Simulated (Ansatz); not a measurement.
## Levels of theory for CdI₂ (P-3m1)

All numbers come from the plane-wave code Ansatz. No magnetic order and no zero-point or thermal motion.

Structure: CdI₂ (started from an entry of an open crystallographic database), at its r2SCAN+rVV10 minimum. The symmetry is P-3m1 (No. 164, trigonal); conventional cell a = 4.248 Å, c = 6.884 Å, 35.87 Å³ an atom. Cd is surrounded by 6 I at 2.99 Å; I is surrounded by 3 Cd at 2.99 Å.

```cif
data_structure
_symmetry_space_group_name_H-M 'P-3m1'
_symmetry_Int_Tables_number 164
_cell_length_a 4.2484
_cell_length_b 4.2484
_cell_length_c 6.8844
_cell_angle_alpha 90.000
_cell_angle_beta 90.000
_cell_angle_gamma 120.000
_cell_volume 107.61
loop_
_atom_site_label
_atom_site_type_symbol
_atom_site_symmetry_multiplicity
_atom_site_Wyckoff_symbol
_atom_site_fract_x
_atom_site_fract_y
_atom_site_fract_z
_atom_site_occupancy
Cd1 Cd 1 a 0.00000 0.00000 0.00000 1
I1 I 2 d 0.33333 0.66667 0.24956 1
```

On this one geometry the levels give:

| level | k mesh | gap (eV) | kind | edges | least direct gap (eV) |
| --- | --- | --- | --- | --- | --- |
| LDA | 12×12×4 | 2.14 | indirect | (-1/8, 1/8, 0.203) → (0, 0.456, 0.359) | 2.35 |
| PBE+SOC | 12×12×4 | 2.02 | indirect | A → (0, 0.456, 0.359) | 2.30 |
| r2SCAN | 12×12×4 | 2.78 | indirect | (-1/8, 1/8, 0.203) → (0, 0.456, 0.359) | 3.15 |
| HSE06 | 6×6×4 | 3.29 | indirect | (-1/8, 1/8, 0.203) → (0, 0.456, 0.359) | 3.64 |
| DDH-PBE0 | 6×6×4 | 3.55 | indirect | (-1/8, 1/8, 0.203) → (0, 0.456, 0.359) | 3.87 |
| PBE0 | 6×6×4 | 3.97 | indirect | (-1/8, 1/8, 0.203) → (0, 0.456, 0.359) | 4.31 |

Wave cutoffs: 420 eV, 500 eV (r2SCAN).
Points off the special ones are mesh points or PBE's searched band edges, reused at the other levels. PBE's own run along the path (2.36 eV) came before the search for the edges and missed one, so it isn't listed.

With HSE06 the valence top lies at k = (-1/8, 1/8, 0.203) and the conduction bottom at k = (0, 0.456, 0.359), 3.29 eV higher; the smallest vertical gap, at Γ, is 3.64 eV.

Among these functionals the gap stays indirect.

Only the levels marked +SOC include spin-orbit coupling.

Coordinates of k points refer to the reciprocal vectors of the primitive cell of the runs.

The meshes of the hybrids are coarse, so their gaps aren't converged to the digits shown.
